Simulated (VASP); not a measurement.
Runs of VASP 6.6.1 on InSe. The cell holds a slab with vacuum, 4 atoms: a = 4.028 Å, b = 4.028 Å, c = 23.358 Å, α = 90.00°, β = 90.00°, γ = 120.00°. 

```tsv
task	level	cell	k mesh	cutoff (eV)	grid for exact exchange (PRECFOCK)	exchange at q = 0	dipole correction	screening parameter	gap on the mesh (eV)	largest force (eV/Å)
band structure	PBE0	P-6m2, 82.04 Å³/atom	6 × 6 × 1	520	Fast	truncated	yes	-	3.06	0.28
band structure	PBE+D3(BJ)	P-6m2, 82.04 Å³/atom	6 × 6 × 1	520	-	-	yes	-	1.62	-
relaxation of cell and atoms	PBE+D3(BJ)	relaxed	9 × 9 × 1	600	-	-	-	-	1.62	-
band structure	HSE06	P-6m2, 82.04 Å³/atom	6 × 6 × 1	520	Fast	-	yes	0.2 1/A	(a)	0.28
```

Alike in all rows: potentials or basis VASP PAW PBE potentials, release 64 (Se, In_d); no spin polarisation; smearing gaussian 0.03 eV.

Task: Estimate the missing entries.

Result: (a) 2.42.

Caveats: spin-orbit coupling is left out, which moves the levels of the heavy elements; the PAW data sets were made with another functional, which shifts forces and pressure a little (some runs).

A k mesh can miss the band edges, and the runs leave out spin-orbit coupling on In, Se.
